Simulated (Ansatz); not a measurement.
All numbers below come from DFT PBE, scalar-relativistic, plane waves, PAW (Ansatz). Several structures of Ti3Se were relaxed, and the powder pattern of one of them was computed from 10° to 70° in 2θ (λ = 1.5406 Å; lines under 1 % are left out).

Cu Kα1 powder pattern (kinematic, no thermal factors).
2θ (°) (relative intensity): 18.35 (2), 26.29 (8), 32.06 (3), 37.19 (24), 37.86 (30), 41.92 (100), 50.43 (2), 53.74 (2), 54.11 (15), 67.05 (15)

Question: Which structure gives it?
A. Space group Pm-3m (No. 221), cubic, a = 3.994 Å. Ti has 4 Se at 2.82 Å and 8 Ti at 2.82 Å; Se has 12 Ti at 2.82 Å.
B. Space group P6_3/mmc (No. 194), hexagonal, a = 5.579 Å, c = 4.749 Å. Ti is surrounded by 8 Ti at 2.76–2.86 Å and 4 Se at 2.79–2.88 Å; Se is surrounded by 12 Ti at 2.79–2.88 Å.
C. Space group P6/mmm (No. 191), hexagonal, a = 5.207 Å, c = 2.985 Å. Around Ti lie 4 Ti at 2.60 Å, 2 Ti at 2.98 Å and 4 Se at 3.00 Å; around Se lie 2 Se at 2.98 Å and 12 Ti at 3.00 Å.

Answer: B. Its strongest line, at 2θ = 41.92°, has d = λ/(2 sin θ) = 2.153 Å and is the (2 0 1) reflection of the conventional P6_3/mmc cell with a = 5.579 Å, c = 4.749 Å. The others have their strongest lines at 39.0° (A); 40.0° (C).

The cells needn't be stable.
